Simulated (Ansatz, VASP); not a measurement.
## GaP: VASP beside Ansatz

```
Ga P
1.0
     0.00000    2.84789    2.72525
     2.72525    0.00000    2.72525
     2.72525    2.84789    0.00000
Ga P
1 1
Direct
  0.00000 0.00000 0.00000
  0.75000 0.75000 0.75000
```

Change from the starting cell: strain +0.0450 x Voigt [0, 1, 0, 0, 0, 0], atoms carried along.

Alike in both runs: task single point; functional PBE; k mesh 8 × 8 × 8; occupations gaussian, width 0.05 eV; no spin polarisation.

```csv
,VASP,Ansatz
version,VASP 6.6.1,Ansatz 0.2.0
potentials or method,"VASP PAW PBE potentials, release 64 (Ga_d, P)","scalar-relativistic, plane waves, PAW"
plane-wave cutoff (eV),520,420
valence electrons in the cell,18,18
```

```tsv
	VASP	Ansatz	Ansatz less VASP
gap on the k mesh at the Fermi level (eV)	1.36	1.37	+0.003
least direct gap on the mesh (eV)	1.36	1.37	+0.003
pressure (GPa)	-1.1	-1.0	+0.06
largest component of the traceless stress (GPa)	2.30	2.29	-0.003
```

With one functional, cell and mesh, what is left measures potentials, basis and numerics.

A k mesh can miss the band edges.
